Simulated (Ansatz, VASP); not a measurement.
## C: VASP beside Ansatz

```
C
1.0
     0.00000    1.76770    1.76770
     1.76770    0.00000    1.76770
     1.76770    1.76770    0.00000
C
2
Direct
  0.00000 0.00000 0.00000
  0.25000 0.25000 0.25000
```

Alike in both runs: task single point; functional PBE; k mesh 12 × 12 × 12; occupations gaussian, width 0.02 eV; no spin polarisation.

|  | VASP | Ansatz |
| --- | --- | --- |
| version | VASP 6.6.1 | Ansatz 0.2.0 |
| potentials or method | VASP PAW PBE potentials, release 64 (C) | scalar-relativistic, plane waves, PAW |
| plane-wave cutoff (eV) | 520 | 420 |
| valence electrons in the cell | 8 | 8 |

VASP gave:

| Quantity | Value |
| --- | --- |
| gap on the k mesh at the Fermi level (eV) | 4.21 |
| least direct gap on the mesh (eV) | 5.66 |
| pressure (GPa) | 14.8 |

Task: Which values does Ansatz return?

Result: gap on the k mesh at the Fermi level (eV): 4.22; least direct gap on the mesh (eV): 5.67; pressure (GPa): 14.0.
